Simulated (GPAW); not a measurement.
Crystal: FeO (Wuestite).

```
CELL_PARAMETERS angstrom
1.51882 0.87689 2.51958
-1.51882 0.87689 2.51958
0.00000 -1.75378 2.51958
ATOMIC_POSITIONS crystal
Fe 0.00000 0.00000 0.00000
O 0.50000 0.50000 0.50000
```

Base run:

| Property | Result |
| --- | --- |
| Program | GPAW 26.7.0 |
| Functional | PBEsol |
| Potentials or basis | PAW data sets generated in the run's folder for this functional |
| Cutoff | 800 eV |
| Basis | pw |
| k mesh | 8 × 8 × 8 |
| Occupations | fermi-dirac, width 0.05 eV |
| Spin | collinear spin, ferromagnetic start |
| Starting moments | [3.0, 0.0] μB |
| Hubbard terms | Fe d U = 6 eV |

Its results: pressure -4.9 GPa; net moment 4.03 μB per cell; site moments Fe +3.81; O +0.15 μB.

Question: The run is repeated on the same cell with these changes: hubbard terms from Fe d U = 6 eV to Fe d U = 3 eV. What comes out?

Answer: Pressure -6.9 GPa; net moment 4.00 μB per cell; site moments Fe +3.68; O +0.18 μB.

Caveats: a cell with one magnetic atom can't hold antiferromagnetic order, which such compounds often take.
